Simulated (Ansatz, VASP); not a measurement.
# Ru in VASP and in Ansatz

```
Ru
1.0
     4.22125    0.00000    0.00000
    -2.11062    3.65571    0.00000
     0.00000    0.00000    2.65247
Ru
3
Cartesian
  0.0000 0.0000 0.0000
  0.0000 2.4371 1.3262
  2.1106 1.2186 1.3262
```

Alike in both runs: functional PBEsol; k mesh 12 × 12 × 16; occupations gaussian, width 0.1 eV; no spin polarisation.

Ansatz relaxed the structure, and its values are those at the end. VASP's run is a single point on that final structure, the one shown.

|  | VASP | Ansatz |
| --- | --- | --- |
| version | VASP 6.6.1 | Ansatz 0.2.0 |
| potentials or method | VASP PAW PBE potentials, release 64 (Ru_pv) | scalar-relativistic, plane waves, PAW |
| plane-wave cutoff (eV) | 520 | 420 |
| valence electrons in the cell | 42 | 48 |

|  | VASP | Ansatz | Ansatz less VASP |
| --- | --- | --- | --- |
| gap on the k mesh at the Fermi level (eV) | none | none | - |
| pressure (GPa) | 0.1 | 0.0 | -0.08 |

A gap of «none» marks a metal or a gap that the smearing closes. The two sets of potentials don't hold the same shells in valence.

Caveats: the PAW data sets were made with another functional, which shifts forces and pressure a little (VASP).
